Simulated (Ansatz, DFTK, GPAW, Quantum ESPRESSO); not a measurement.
## Ti: programs and potentials compared

```xyz
1
Lattice="-1.6410 1.6410 1.6410 1.6410 -1.6410 1.6410 1.6410 1.6410 -1.6410" Properties=species:S:1:pos:R:3 pbc="T T T"
Ti    0.0000    0.0000    0.0000
```

This isn't the form of Ti at room conditions, which is hcp.

Alike in all runs: task band structure; functional PBEsol; k mesh 11 × 11 × 11; occupations fermi-dirac, width 0.05 eV; no spin polarisation; no spin-orbit coupling. Pressure is positive in compression and, in plane waves, holds the error of the finite cutoff, which Ansatz's Pulay term estimates and takes out.

```csv
program and potentials,plane-wave cutoff (eV),notes,pressure (GPa)
"GPAW, PAW data sets generated for this functional",600,12 valence electrons an atom on average,-7.22
"DFTK, PseudoDojo SR PBEsol 0.4.1 standard (PBEsol)",1143,12 valence electrons an atom on average,?
"Quantum ESPRESSO, PseudoDojo 0.4.1 SR PBEsol standard",1143,12 valence electrons an atom on average,-6.67
"Ansatz, PAW datasets made for the crystal",260,4 valence electrons an atom on average,-6.78
"Ansatz, all-electron LAPW, scalar-relativistic",-,-,-6.78
```

Estimate from the other rows what the run with DFTK, PseudoDojo SR PBEsol 0.4.1 standard (PBEsol) gave.

Pressure -6.72 GPa. The other rows, which needn't bracket it: pressure -7.22 to -6.67.
